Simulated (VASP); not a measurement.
# Cd (I4/mmm) in VASP: a series of runs

One crystal, Cd, is run at these levels: PBEsol; tasks: single point.

Program: VASP 6.6.1. These are calculated values, not measurements. Logs are shortened: lines on timing, memory, paths and dates and some standing lists are left out, and cuts for length are marked.

**1. The cell of the first run**

It takes space group I4/mmm (No. 139, tetragonal). Conventional cell: a = 3.854 Å, b = 3.854 Å, c = 3.283 Å, α = 90.00°, β = 90.00°, γ = 90.00°. Cd (site symmetry 4/mmm) has 10 Cd at 3.18 to 3.28 Å as nearest neighbours.

This isn't the form of Cd at room conditions, which is hcp.

**2. Single point, PBEsol (strain +0.080 along x and y, -0.080 along z, atoms carried along)**

INCAR reads:

```
ALGO = Fast
EDIFF = 1E-7
ENCUT = 520
GGA = PS
ISIF = 2
ISMEAR = 0
LASPH = T
LCHARG = F
LREAL = F
LWAVE = F
NBANDS = 12
NELM = 80
PREC = Accurate
SIGMA = 0.15
```

KPOINTS reads:

```
k-points
0
Gamma
  18 18 18
```

POSCAR reads:

```
Cd
1.0
   -1.9270677600      1.9270677600      1.6415762400
    1.9270677600     -1.9270677600      1.6415762400
    1.9270677600      1.9270677600     -1.6415762400
Cd
1
Direct
    0.0000000000      0.0000000000      0.0000000000
```

Potentials or basis: VASP PAW PBE potentials, release 64 (Cd).

Launch:

```bash
$ cat potpaw_PBE.64/Cd/POTCAR > POTCAR
$ mpirun -np 1 vasp_std > vasp.out
```

OUTCAR:

```text
EDIFF = 1E-7
   ENCUT = 520
   GGA = PS
   ISIF = 2
   ISMEAR = 0
   LASPH = T
   LREAL = F
   NELM = 80
   PREC = Accurate

 ion  position               nearest neighbor table
   1  0.000  0.000  0.000-

  LATTYP: Found a body centered tetragonal cell.
 ALAT       =     3.8541355200
 C/A-ratio  =     0.8518518519

  Lattice vectors:

 A1 = (  -1.9270677600,   1.9270677600,   1.6415762400)
 A2 = (   1.9270677600,  -1.9270677600,   1.6415762400)
 A3 = (   1.9270677600,   1.9270677600,  -1.6415762400)

Analysis of symmetry for initial positions (statically):
=====================================================================
 Subroutine PRICEL returns:
 Original cell was already a primitive cell.

 Routine SETGRP: Setting up the symmetry group for a
 body centered tetragonal supercell.

 Subroutine GETGRP returns: Found 16 space group operations
 (whereof 16 operations were pure point group operations)
 out of a pool of 16 trial point group operations.

The static configuration has the point symmetry D_4h.

Analysis of symmetry for dynamics (positions and initial velocities):
=====================================================================
 Subroutine PRICEL returns:
 Original cell was already a primitive cell.

 Routine SETGRP: Setting up the symmetry group for a
 body centered tetragonal supercell.

 Subroutine GETGRP returns: Found 16 space group operations
 (whereof 16 operations were pure point group operations)
 out of a pool of 16 trial point group operations.

The dynamic configuration has the point symmetry D_4h.

 Subroutine INISYM returns: Found 16 space group operations
 (whereof 16 operations are pure point group operations),
 and found     1 'primitive' translations

----------------------------------------------------------------------------------------

                                     Primitive cell

  volume of cell :      24.3846

  direct lattice vectors                    reciprocal lattice vectors
    -1.927067760  1.927067760  1.641576240     0.000000000  0.259461556  0.304585305
     1.927067760 -1.927067760  1.641576240     0.259461556  0.000000000  0.304585305
     1.927067760  1.927067760 -1.641576240     0.259461556  0.259461556  0.000000000

  length of vectors
     3.181501667  3.181501667  3.181501667     0.400115617  0.400115617  0.366934052

  position of ions in fractional coordinates (direct lattice)
     0.000000000  0.000000000  0.000000000

  ion indices of the primitive-cell ions
   primitive index   ion index
                 1           1

----------------------------------------------------------------------------------------

 KPOINTS: k-points

Automatic generation of k-mesh.
 Grid dimensions read from file:
 generate k-points for:   18   18   18

 Generating k-lattice:

  Cartesian coordinates                     Fractional coordinates (reciprocal lattice)
     0.000000000  0.014414531  0.016921406     0.055555556  0.000000000 -0.000000000
     0.014414531  0.000000000  0.016921406     0.000000000  0.055555556 -0.000000000
     0.014414531  0.014414531  0.000000000     0.000000000  0.000000000  0.055555556

  Length of vectors
     0.022228645  0.022228645  0.020385225

  Shift w.r.t. Gamma in fractional coordinates (k-lattice)
     0.000000000  0.000000000  0.000000000

 Subroutine IBZKPT returns following result:
 ===========================================

 Found    480 irreducible k-points:

 Following reciprocal coordinates:
            Coordinates               Weight
  0.000000  0.000000  0.000000      1.000000
  0.055556  0.000000 -0.000000      8.000000
  0.111111  0.000000 -0.000000      8.000000
  0.166667  0.000000 -0.000000      8.000000
  0.222222  0.000000 -0.000000      8.000000
  0.277778  0.000000  0.000000      8.000000
[... 16 lines left out ...]
 -0.277778  0.055556  0.000000     16.000000
 -0.222222  0.055556  0.000000     16.000000
 [... further k-points ...]
   k-points           NKPTS =    480   k-points in BZ     NKDIM =    480   number of bands    NBANDS=     12
   number of dos      NEDOS =    301   number of ions     NIONS =      1
   total plane-waves  NPLWV =  13824
   dimension x,y,z NGX =    24 NGY =   24 NGZ =   24
   dimension x,y,z NGXF=    48 NGYF=   48 NGZF=   48
   ions per type =               1
   NGX,Y,Z   is equivalent  to a cutoff of  12.54, 12.54, 12.54 a.u.
   NGXF,Y,Z  is equivalent  to a cutoff of  25.08, 25.08, 25.08 a.u.
 SYSTEM =  unknown system
   PREC   = accura    normal or accurate (medium, high low for compatibility)
   ISTART =      0    job   : 0-new  1-cont  2-samecut
   ICHARG =      2    charge: 1-file 2-atom 10-const
   ISPIN  =      1    spin polarized calculation?
   LNONCOLLINEAR =      F non collinear calculations
   LSORBIT =      F    spin-orbit coupling
   LASPH  =      T    aspherical Exc in radial PAW
   ENCUT  =  520.0 eV  38.22 Ry    6.18 a.u.   5.92  5.92  5.92*2*pi/ulx,y,z
   NELM   =     80;   NELMIN=  2; NELMDL= -5     # of ELM steps
   EDIFF  = 0.1E-06   stopping-criterion for ELM
   LREAL  =      F    real-space projection
   EDIFFG = 0.1E-05   stopping-criterion for IOM
   NSW    =      0    number of steps for IOM
   IBRION =     -1    ionic relax: 0-MD 1-quasi-New 2-CG
   NFREE  =      0    steps in history (QN), initial steepest desc. (CG)
   ISIF   =      2    stress and relaxation
   ISYM   =      2    0-nonsym 1-usesym 2-fastsym
   POTIM  = 0.5000    time-step for ionic-motion
   TEBEG  =    0.0;   TEEND  =   0.0 temperature during run
   PSTRESS=    0.0 pullay stress
   NELECT =      12.0000    total number of electrons
   NUPDOWN=      -1.0000    fix difference up-down
   EMIN   =  10.00;   EMAX   =-10.00  energy-range for DOS
   EFERMI =   0.00;   METHOD = LEGACY
   ISMEAR =     0;   SIGMA  =   0.15  broadening in eV -4-tet -1-fermi 0-gaus
   EFERMI_NEDOS =   21; number of points for ismear=-14 and -15
   IALGO  =     68    algorithm
   IMIX   =      4    mixing-type and parameters
     AMIX     =   0.40;   BMIX     =  1.00
     AMIX_MAG =   1.60;   BMIX_MAG =  1.00
  volume/ion in A,a.u.               =      24.38       164.56
  Fermi-wavevector in a.u.,A,eV,Ry     =   1.292499  2.442469 22.729265  1.670554
  Thomas-Fermi vector in A             =   2.424203
   LORBIT       =      0    0 simple, 1 ext, 2 COOP (PROOUT), +10 PAW based schemes
   GGA     = PS    functional components
   LHFCALC =     F    Hartree Fock is set to
   AEXX    =    0.0000 exact exchange contribution
   IVDW    =     0    specifies the selected vdW correction
   LEPSILON=     F    determine dielectric tensor
   LRPA    =     F    only Hartree local field effects (RPA)
 non-spin polarized calculation
 RMM-DIIS sequential band-by-band and
 Gauss-broadening in eV      SIGMA  =   0.15
  energy-cutoff  :      520.00
  volume of cell :       24.38
 maximum number of plane-waves:       670
   NGX = 11   NGY = 11   NGZ = 11

 number of electron      11.9999995 magnetization

 Free energy of the ion-electron system (eV)
  ---------------------------------------------------
  ext. energy  EPLUGINS =         0.00000000
  ---------------------------------------------------
  free energy    TOTEN  =        -1.10048546 eV

  energy without entropy =       -1.09549731  energy(sigma->0) =       -1.09799139

 E-fermi :   1.9255     XC(G=0): -10.5834

 val. band max:        1.9167725237   @ k =   0.3889   0.1667   0.0000
 cond. band min:       1.9413839226   @ k =   0.3889   0.1667   0.0556
 fundamental gap:      0.0246113990
 Fermi energy:         1.9254561876

 k-point     1 :       0.0000    0.0000    0.0000
  band No.  band energies     occupation
      1      -7.1320      2.00000
      2      -6.8269      2.00000
      3      -6.8269      2.00000
      4      -6.6796      2.00000
      5      -6.3544      2.00000
      6      -6.1270      2.00000
      7      14.5648      0.00000
      8      14.5648      0.00000
      9      18.1107      0.00000
     10      18.2039      0.00000
     11      18.2042      0.00000
     12      18.3487      0.00000

 k-point     2 :       0.0556    0.0000   -0.0000
  band No.  band energies     occupation
      1      -7.1208      2.00000
      2      -6.8289      2.00000
      3      -6.8248      2.00000
      4      -6.6681      2.00000
      5      -6.3631      2.00000
      6      -6.0466      2.00000
      7      14.3174      0.00000
      8      14.3453      0.00000
      9      17.0361      0.00000
     10      17.7315      0.00000
     11      17.8796      0.00000
     12      18.5141      0.00000

 k-point     3 :       0.1111    0.0000   -0.0000
  band No.  band energies     occupation
      1      -7.0995      2.00000
      2      -6.8453      2.00000
      3      -6.8068      2.00000
      4      -6.6352      2.00000
      5      -6.3872      2.00000
      6      -5.7936      2.00000
      7      13.7297      0.00000
      8      13.8056      0.00000
      9      14.8822      0.00000
     10      16.9287      0.00000
     11      17.0918      0.00000
     12      18.5317      0.00000
[... 286 lines left out ...]
 k-point    23 :      -0.2778    0.0556    0.0000
  band No.  band energies     occupation
      1      -7.1389      2.00000
      2      -6.9916      2.00000
      3      -6.5732      2.00000
      4      -6.5157      2.00000
      5      -6.4539      2.00000
      6      -4.3584      2.00000
      7       9.4669      0.00000
      8      10.6794      0.00000
      9      12.4657      0.00000
     10      15.0418      0.00000
     11      16.7650      0.00000
     12      20.1696      0.00000

 k-point    24 :      -0.2222    0.0556    0.0000
  band No.  band energies     occupation
      1      -7.1040      2.00000
      2      -6.9084      2.00000
      3      -6.6878      2.00000
      4      -6.5931      2.00000
      5      -6.4295      2.00000
      6      -5.0515      2.00000
      7      11.1678      0.00000
      8      11.7742      0.00000
      9      13.2297      0.00000
     10      15.5577      0.00000
     11      17.4497      0.00000
     12      19.5777      0.00000

 [... further k-points ...]

------------------------ aborting loop because EDIFF is reached ----------------------------------------

  FORCE on cell =-STRESS in cart. coord.  units (eV):
  Direction    XX          YY          ZZ          XY          YZ          ZX
  --------------------------------------------------------------------------------------
  -------------------------------------------------------------------------------------
  Total       -0.6358552     -0.6358552     -0.9944855      0.0000000      0.0000000      0.0000000
  in kB      -41.7785900    -41.7785900    -65.3422375      0.0000000      0.0000000      0.0000000
  external PRESSURE =     -49.6331392 kB  Pullay stress =       0.0000000 kB

 VOLUME and BASIS-vectors are now :
 -----------------------------------------------------------------------------
  energy-cutoff  :      520.00
  volume of cell :       24.38
      direct lattice vectors                 reciprocal lattice vectors
    -1.927067760  1.927067760  1.641576240     0.000000000  0.259461556  0.304585305
     1.927067760 -1.927067760  1.641576240     0.259461556  0.000000000  0.304585305
     1.927067760  1.927067760 -1.641576240     0.259461556  0.259461556  0.000000000

 POSITION                                       TOTAL-FORCE (eV/Angst)
 -----------------------------------------------------------------------------------
      0.00000      0.00000      0.00000         0.000000     -0.000000     -0.000000
 -----------------------------------------------------------------------------------
    total drift:                               -0.000000      0.000000      0.000000

  FREE ENERGIE OF THE ION-ELECTRON SYSTEM (eV)
  ---------------------------------------------------
  free  energy   TOTEN  =        -1.1004854589 eV

  energy  without entropy=       -1.0954973145  energy(sigma->0) =       -1.09799139
```

Wall time 54 s (1 thread of AMD EPYC 9R45 (Zen 5), shared host); peak memory 0.21 GiB.

What came out:

| Property | Result |
| --- | --- |
| Free energy | -1.1005 eV |
| Pressure | -5.0 GPa |
| Band gap on the k mesh | none (metal or under the smearing width) |

Levels at points of the mesh, in eV from the Fermi level:
```tsv
k point	band 2	band 3	band 4	band 5	band 6	band 7	band 8	band 9	band 10	band 11
(0.00, 0.00, 0.00)	-8.75	-8.75	-8.61	-8.28	-8.05	12.64	12.64	16.19	16.28	16.28
(0.50, 0.00, 0.00)	-9.22	-8.44	-8.16	-8.04	-1.45	-0.50	8.01	8.75	12.16	12.42
(0.50, 0.50, 0.00)	-8.91	-8.63	-8.44	-8.06	-2.11	-1.92	10.88	11.82	14.88	15.54
(0.50, 0.50, 0.50)	-9.26	-8.13	-8.13	-8.06	2.21	2.21	3.80	6.09	6.65	9.99
```

Caveat: the PAW data sets were made with another functional, which shifts forces and pressure a little.

[end of part 1 of 2]
